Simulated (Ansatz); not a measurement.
# CaSe (Fm-3m) in Ansatz: notebook

The runs below take CaSe through band structure, single point, equation of state, with HSE06, PBE0.

All numbers are computed with Ansatz 0.2.0; they aren't measurements. Logs are shortened: lines on timing, memory, paths and dates and some standing lists are left out, and cuts for length are marked.

**Experimental background.**

A printed reference work, monograph, original work of 1988 reports, for a bulk crystal of CaSe at 2 K: band gap 3.85 eV (indirect).

The results are compared with them further down.

## Step 1: The structure

It takes space group Fm-3m (No. 225, cubic). Conventional cell: a = 5.912 Å, b = 5.912 Å, c = 5.912 Å, α = 90.00°, β = 90.00°, γ = 90.00°. Se (site symmetry m-3m) has 6 Ca at 2.96 Å as nearest neighbours. Ca (site symmetry m-3m) has 6 Se at 2.96 Å as nearest neighbours.

## Step 2: Band structure, HSE06

File input:

```
crystal:
  lattice:
    - [0.0, 2.956, 2.956]
    - [2.956, 0.0, 2.956]
    - [2.956, 2.956, 0.0]
  atoms:
    - { symbol: Se, position: [0.5, 0.5, 0.5] }
    - { symbol: Ca, position: [0.0, 0.0, 0.0] }
hamiltonian:
  xc: hse06
  pseudopotentials: { kind: paw }
kpoints:
  mp_grid: { grid: [6, 6, 6] }
  band_path:
    path:
      - [[0.0, 0.0, 0.0], [0.5, 0.0, 0.5], [0.5, 0.25, 0.75], [0.375, 0.375, 0.75], [0.0, 0.0, 0.0], [0.5, 0.5, 0.5], [0.625, 0.25, 0.625], [0.5, 0.25, 0.75], [0.5, 0.5, 0.5], [0.375, 0.375, 0.75]]
      - [[0.625, 0.25, 0.625], [0.5, 0.0, 0.5]]
    npoints: 4
scf:
  occupations: { method: fermi_dirac, width: 0.05 }
  n_extra_bands: 6
output:
  forces: true
  stress: true
  eigenvalues: true
  fatbands: false
```

Potentials or basis: Ansatz PAW.

What it wrote:

```text
Warning: output.stress: scf.convergence.dr2_threshold = 1e-7 eV (the SCF's general default) is looser than the 2e-10 eV advised for a printed stress (1e-10 eV for each atom of the cell: 2). What an SCF threshold leaves in a stress goes as its square root, and in the free energy as the threshold itself, and one threshold admits the most on a small cell: of the crystals measured, under no hybrid functional and no lock of the moments, on runs that ended without the residual-converged pass, on stresses that held no estimate of that error, the worst erred by over 100 MPa in a component at 1e-7 eV an atom and by under 5 at 1e-10. Set scf.convergence.dr2_threshold to 2e-10 eV or tighter. The threshold is an SCF's pass mark: one that does not reach it within its budget of iterations ends unconverged, or closes short of it on a stop that the run arms, and scf.convergence.dr2_threshold's page says what that costs each kind of run
Warning: output.stress: scf.exx.energy_threshold = 1e-6 eV is looser than the 2e-8 eV advised for a stress under a hybrid functional (1e-8 eV for each atom of the cell: 2). Every SCF of the exchange loop can meet its threshold on dr2 while the loop round them stops early: no threshold on dr2 bounds what that leaves in the stress. Set scf.exx.energy_threshold to 2e-8 eV or tighter. The threshold is the loop's pass mark: a loop that does not reach it within its budget of cycles ends unconverged, and scf.exx.energy_threshold's page has the law
scf.n_extra_bands = 6 over 13 filled bands (N_el = 26.0): the run solves 19 bands
GPUs: using 1 of 1 available (devices: 1).
Engine: ansatz 0.2.0, x86_64-unknown-linux-gnu
Pseudopotentials: kind: paw
Pseudopotential: Se, paw, valence charge 16, recommended cutoff 420 eV (normal), Se.paw.azcp
Pseudopotential: Ca, paw, valence charge 10, recommended cutoff 420 eV (normal), Ca.paw.azcp
Functional definition: HSE06
  parameter a = 0.25
  parameter omega = 0.11/bohr
  exchange = pbe_x - a*pbe_x_sr(omega) + a*exact_x_sr(omega)
  correlation = pbe_c
device memory: the entry about to start is reckoned to put 0.5 GiB on a device that reports 78.5 GiB free (of which the cap on the GPU budget leaves the run 18.0 GiB)
GPU FFT provider: cuFFT
GPU libraries: cuBLAS 13.8.2, cuFFT 12.4.0, cuSOLVER 12.3.4
Crystal: 2 atoms, lattice volume = 51.659 Å³
Basis set: ecut = 420 eV, 965 PW (Γ), exchange–correlation on 60×60×60 points (8 copies of the dense FFT grid, shifted against one another)
Bands: 19, of which v1, the nominal top of the filled ones, is band 13 counted from 1 (12 counted from 0)
Symmetry: 48 space group operations
Space group: Fm-3m (ITA 225), of the structure as read, at distance tolerance 3.7e-5 Å
k-points: 16 of 216
Non-local potential: Se, projectors of the file, l = 0: 2, l = 1: 2, l = 2: 3, l = 3: 1
Non-local potential: Ca, projectors of the file, l = 0: 3, l = 1: 2, l = 2: 2
PAW form: soft (Blöchl's): semilocal exchange-correlation on the pseudo side does not see the compensation charge
PAW frozen core: Se, regenerated for the run's functional, and the local potential with it (the file was generated under x = pbe(κ = 0.804, μ = 0.2195149727645171), c = pbe(β = 0.06672455060314922))
PAW frozen core: Ca, regenerated for the run's functional, and the local potential with it (the file was generated under x = pbe(κ = 0.804, μ = 0.2195149727645171), c = pbe(β = 0.06672455060314922))
PAW one-centre angular grid: Se, 590 points (default); XC on 64 Gauss nodes
PAW one-centre angular grid: Ca, 110 points (default); XC on 64 Gauss nodes
Initial density: superposition of atomic densities (neutral atoms: chi_scale 0, normalization atom), corrected by the library's trained network
Initial wavefunctions: pseudopotential atomic-orbital guess
GPU buffer pool allocated for 27000 grid points (all kernels)
GPU transforms: local potential and band sums: pruned to the plane-wave sphere, on 27×27×27
Functional: x = pbe(κ = 0.804, μ = 0.2195149727645171), c = pbe(β = 0.06672455060314922), warm-up for x = pbe(κ = 0.804, μ = 0.2195149727645171) + 0.25 (exact − pbe) at short range (hse, ω = 0.20786987370883472 Å⁻¹), c = pbe(β = 0.06672455060314922); HSE06 as pw.x's `hse` composes it (authors' and Libxc's form: `xc: wpbeh`)
SCF iter   1: F=—  HF=-7289.998361 eV  |F-HF|=—  |Δ(HF+E_count)|=         —  Δρ=7.26e-4  dr2=4.62e-4  ethr=1.77e-3  ⟨swp⟩=8.8  Hψ=1444  notcnv=0
preconditioner: auto → none  [insulator: Δε(μ)=2.016 eV  Ē_g=9.457 eV  σ=0.050 eV  W_gap=1.00  n_scr=14 (ndim 8)  ℏωp=14.6 eV  f_vac=0.000  D(μ)=0.00/eV (n_scr^D=0)]
iter 2 solved again at ethr=1.56e-7 eV; its pass at ethr=1.78e-6 eV (dr2=4.06e-5 eV) is discarded
SCF iter   2: F=-7289.998451 eV  HF=-7289.998457 eV  |F-HF|=5.93e-6  |Δ(HF+E_count)|=   9.60e-5  Δρ=3.01e-4  dr2=4.08e-5  ethr=1.56e-7  ⟨swp⟩=2.0  Hψ=1553  notcnv=0
SCF 1 stopped early in 2 iterations: F = -7289.998451 eV  dr2 = 4.08e-5
device memory: the entry about to start is reckoned to put 1.1 GiB on a device that reports 77.3 GiB free (of which the cap on the GPU budget leaves the run 18.0 GiB)
GPU FFT provider: cuFFT
GPU libraries: cuBLAS 13.8.2, cuFFT 12.4.0, cuSOLVER 12.3.4
Initial density: handed on by an earlier stage of this run
Initial wavefunctions: those handed on with the density
GPU buffer pool allocated for 27000 grid points (all kernels)
GPU transforms: local potential and band sums: pruned to the plane-wave sphere, on 27×27×27
Functional: x = pbe(κ = 0.804, μ = 0.2195149727645171) + 0.25 (exact − pbe) at short range (hse, ω = 0.20786987370883472 Å⁻¹), c = pbe(β = 0.06672455060314922); HSE06 as pw.x's `hse` composes it (authors' and Libxc's form: `xc: wpbeh`)
Exchange kernel: α = 0.2500, screened, ω = 0.2079 Å⁻¹, Wigner–Seitz truncation, v(0) = 1046.7798 eV·Å³, q-mesh 6×6×6, nearest image of the exchange supercell L = 25.08 Å, pair-density grid 15×15×15, without the augmentation charges, whose exchange is taken in its separable form by FFT convolution over the k-point mesh (sized by the pseudopotential files, 24×24×24 at the most), smooth part of the exact exchange by density-matrix convolution in up to 3.39 GiB of GPU memory as planned if the GPU has room (build and FFT work areas not counted)
Frozen-core exchange: fock
SCF iter   1: F=—  HF=-7292.549835 eV  |F-HF|=—  |Δ(HF+E_count)|=         —  Δρ=4.04e-3  dr2=1.96e-2  ethr=1.57e-6  ⟨swp⟩=7.1  Hψ=1477  notcnv=0
preconditioner: auto → none  [insulator: Δε(μ)=3.066 eV  Ē_g=11.322 eV  σ=0.050 eV  W_gap=1.00  n_scr=14 (ndim 8)  ℏωp=14.6 eV  f_vac=0.000  D(μ)=0.00/eV (n_scr^D=0)]
SCF iter   2: F=—  HF=-7292.537643 eV  |F-HF|=—  |Δ(HF+E_count)|=   1.22e-2  Δρ=2.18e-3  dr2=1.84e-3  ethr=1.57e-6  ⟨swp⟩=4.3  Hψ=1170  notcnv=0
SCF iter   3: F=—  HF=-7292.542383 eV  |F-HF|=—  |Δ(HF+E_count)|=   4.74e-3  Δρ=1.18e-3  dr2=4.19e-4  ethr=1.57e-6  ⟨swp⟩=4.4  Hψ=1029  notcnv=0
SCF iter   4: F=—  HF=-7292.542259 eV  |F-HF|=—  |Δ(HF+E_count)|=   1.23e-4  Δρ=5.37e-4  dr2=8.78e-5  ethr=1.56e-6  ⟨swp⟩=2.0  Hψ=512  notcnv=0
SCF iter   5: F=—  HF=-7292.542244 eV  |F-HF|=—  |Δ(HF+E_count)|=   1.49e-5  Δρ=3.29e-5  dr2=1.01e-5  ethr=2.90e-7  ⟨swp⟩=2.2  Hψ=515  notcnv=0
SCF iter   6: F=—  HF=-7292.542322 eV  |F-HF|=—  |Δ(HF+E_count)|=   7.78e-5  Δρ=8.65e-5  dr2=7.75e-6  ethr=1.25e-9  ⟨swp⟩=5.1  Hψ=1248  notcnv=0  defer=1
SCF iter   7: F=-7292.542319 eV  HF=-7292.542319 eV  |F-HF|=2.07e-8  |Δ(HF+E_count)|=   2.92e-6  Δρ=8.32e-6  dr2=2.54e-7  ethr=1.25e-9  ⟨swp⟩=4.7  Hψ=780  notcnv=0
SCF 2 stopped early in 7 iterations: F = -7292.542319 eV  dr2 = 2.54e-7
hybrid outer 1: dexx = +5.872e-3 eV, tail = 2.97e-5 eV
GPU FFT provider: cuFFT
GPU libraries: cuBLAS 13.8.2, cuFFT 12.4.0, cuSOLVER 12.3.4
GPU buffer pool allocated for 27000 grid points (all kernels)
GPU transforms: local potential and band sums: pruned to the plane-wave sphere, on 27×27×27
Exchange kernel: α = 0.2500, screened, ω = 0.2079 Å⁻¹, Wigner–Seitz truncation, v(0) = 1046.7798 eV·Å³, q-mesh 6×6×6, nearest image of the exchange supercell L = 25.08 Å, pair-density grid 15×15×15, without the augmentation charges, whose exchange is taken in its separable form by FFT convolution over the k-point mesh (sized by the pseudopotential files, 24×24×24 at the most), smooth part of the exact exchange by density-matrix convolution in up to 3.39 GiB of GPU memory as planned if the GPU has room (build and FFT work areas not counted)
Frozen-core exchange: fock
SCF iter   1: F=—  HF=-7292.542452 eV  |F-HF|=—  |Δ(HF+E_count)|=         —  Δρ=4.28e-5  dr2=4.10e-7  ethr=5.71e-7  ⟨swp⟩=4.5  Hψ=748  notcnv=0
preconditioner: auto → none  [insulator: Δε(μ)=2.969 eV  Ē_g=11.170 eV  σ=0.050 eV  W_gap=1.00  n_scr=14 (ndim 8)  ℏωp=14.6 eV  f_vac=0.001  D(μ)=0.00/eV (n_scr^D=0)]
SCF iter   2: F=—  HF=-7292.542452 eV  |F-HF|=—  |Δ(HF+E_count)|=   7.40e-9  Δρ=1.66e-5  dr2=7.39e-8  ethr=1.45e-9  ⟨swp⟩=4.4  Hψ=855  notcnv=0
SCF iter   3: F=—  HF=-7292.542452 eV  |F-HF|=—  |Δ(HF+E_count)|=   7.95e-9  Δρ=5.80e-6  dr2=2.89e-8  ethr=1.59e-10  ⟨swp⟩=3.2  Hψ=676  notcnv=0
SCF iter   4: F=-7292.542453 eV  HF=-7292.542453 eV  |F-HF|=2.59e-9  |Δ(HF+E_count)|=   1.59e-7  Δρ=2.36e-6  dr2=1.71e-9  ethr=1.79e-11  ⟨swp⟩=5.1  Hψ=1114  notcnv=0  defer=1
SCF 3 converged in 4 iterations: F = -7292.542453 eV  dr2 = 1.71e-9
  Residual-converged pass: ⟨swp⟩=2.1  Hψ=452  notcnv=0  max |occ|·‖R‖ = 2.4e-6 eV (tolerance 2.4e-6 eV)  dr2=1.71e-9  dr2_onsite=2.30e-9  max |Δocc| = 2.1e-23
hybrid outer 2: dexx = +2.258e-7 eV, tail = 1.41e-8 eV, Δε = 2.08e-3 eV (about 7.70e-5 eV left of the loop's levels)
device memory: the entry about to start is reckoned to put 0.4 GiB on a device that reports 65.9 GiB free (of which the cap on the GPU budget leaves the run 18.0 GiB)
NSCF: frozen V_eff on 42 k-points, pencils in batches of 32, up to order 84
hybrid SCF converged: 2 outer / 11 inner (+2 warm-up), last move |dexx| = 2.26e-7 eV, tail = 1.41e-8 eV
Stability not checked: this state was not tested for a lower state beside it, because the functional holds exact exchange (a hybrid, or Hartree-Fock), whose exchange loop this test does not read (fock_operator; see scf.lower_state_search)
Free energy (F): -7292.542453 eV
Frozen-core exchange: fock
Harris-Foulkes:  -7292.542453 eV  (|F-HF|=2.59e-9)
Internal energy: -7292.542453 eV  (E = F + TS)
E sigma→0 (E₀):  -7292.542453 eV
Fermi energy:    8.019922 eV
--- Per-component energies (eV) ---
  E_band       = -579.298011
  E_kinetic    = 397.890212
  E_local      = -3200.485669  (includes V_loc(G=0)·N_el)
  E_nonlocal   = -534.285574
  E_hartree    = 1470.926703
  E_xc         = -194.830076
  E_vxc        = -216.281226  (∫ρ·V_xc dr)
  E_exx        = -97.154296  (= α·E_x^exact, valence–valence)
  E_paw        = -2720.945601  (= ΣΔE_a)
  E_vpaw       = 226.318482  (= ΣTr[D̂ρ^β])
  E_aug_tail   = -0.000594  (compensation charges beyond the density's cutoff)
  E_ewald      = -2412.434353
  E_core_change = -1.223205  (= ΣΔE_core)
  E_smearing   = -0.000000  (= −TS)
  E_closure    = -0.000000  (closes the sum)
  Σ components = -7292.542453   (vs F -7292.542453, Δ=9.09e-13)
--- Forces (eV/Å), atoms counted from 1 ---
  atom   1  Se    -0.00000000     0.00000000    -0.00000000
  atom   2  Ca     0.00000000    -0.00000000     0.00000000
  max |Σ_I F_I| component: 1.07e-27 eV/Å
--- Stress (GPa, compression-positive) ---
        0.796448       0.000000       0.000000
        0.000000       0.796448       0.000000
        0.000000       0.000000       0.796448
  P = ⅓ Tr σ = 0.7964 GPa (7.964 kbar)
--- Band table (eV; the first three rows and the last of 16) ---
  k-point 0: bands = ["-42.8927", "-42.8927", "-42.8878", "-42.8878", "-42.8878", "-36.3006", "-15.8151", "-15.8151", "-15.8151", "-6.3592", "6.5353", "6.5353", "6.5353", "10.8415", "11.4535", "11.4535", "11.4535", "12.0966", "12.0966"]
  k-point 1: bands = ["-42.8927", "-42.8927", "-42.8878", "-42.8878", "-42.8878", "-36.2988", "-15.8479", "-15.8166", "-15.8166", "-6.1759", "5.2920", "6.1429", "6.1429", "11.2537", "11.8585", "11.8585", "12.4442", "12.8303", "12.8303"]
  k-point 2: bands = ["-42.8927", "-42.8927", "-42.8878", "-42.8878", "-42.8877", "-36.2952", "-15.9120", "-15.8196", "-15.8196", "-5.7769", "3.6276", "5.5327", "5.5327", "11.4922", "12.8182", "12.8182", "13.9604", "14.4233", "14.4233"]
  k-point 15: bands = ["-42.8928", "-42.8926", "-42.8878", "-42.8877", "-42.8876", "-36.2905", "-15.8935", "-15.8657", "-15.8565", "-5.6071", "4.0048", "4.8074", "4.9003", "10.9199", "12.9523", "13.3412", "13.8794", "14.2714", "14.8710"]
```

It took 56 s on 1 × NVIDIA H100 80GB HBM3 with 2 threads of AMD EPYC 7R13 (Zen 3), shared host; peak memory 2.4 GiB.

What came out:

| Property | Result |
| --- | --- |
| Free energy | -7292.5425 eV |
| Pressure | 0.8 GPa |
| Band gap on the k mesh | 2.97 eV, indirect (least direct gap 4.01 eV) |
| Band gap along the path | 2.97 eV, indirect (least direct gap 4.01 eV) |

Levels at the corners of the path, in eV from the valence-band top:
| point | band 11 | band 12 | band 13 | band 14 | band 15 | band 16 |
| --- | --- | --- | --- | --- | --- | --- |
| Γ | 0.00 | 0.00 | 0.00 | 4.31 | 4.92 | 4.92 |
| X | -2.81 | -1.05 | -1.05 | 2.97 | 6.03 | 6.48 |
| W | -2.18 | -2.18 | -1.81 | 5.64 | 5.64 | 6.48 |
| K | -2.50 | -2.23 | -1.21 | 4.33 | 7.01 | 7.26 |
| Γ | 0.00 | 0.00 | 0.00 | 4.31 | 4.92 | 4.92 |
| L | -3.59 | -1.25 | -1.25 | 5.38 | 6.98 | 7.09 |
| U | -2.50 | -2.23 | -1.21 | 4.33 | 7.01 | 7.26 |
| W | -2.18 | -2.18 | -1.81 | 5.64 | 5.64 | 6.48 |
| L | -3.59 | -1.25 | -1.25 | 5.38 | 6.98 | 7.09 |
| K | -2.50 | -2.23 | -1.21 | 4.33 | 7.01 | 7.26 |
| U | -2.50 | -2.23 | -1.21 | 4.33 | 7.01 | 7.26 |
| X | -2.81 | -1.05 | -1.05 | 2.97 | 6.03 | 6.48 |

Caveat: the PAW data sets come from PBE, with cores solved anew for the run's functional, which leaves a small shift of forces and pressure; the thresholds are loose for stress.

[end of part 1 of 2]
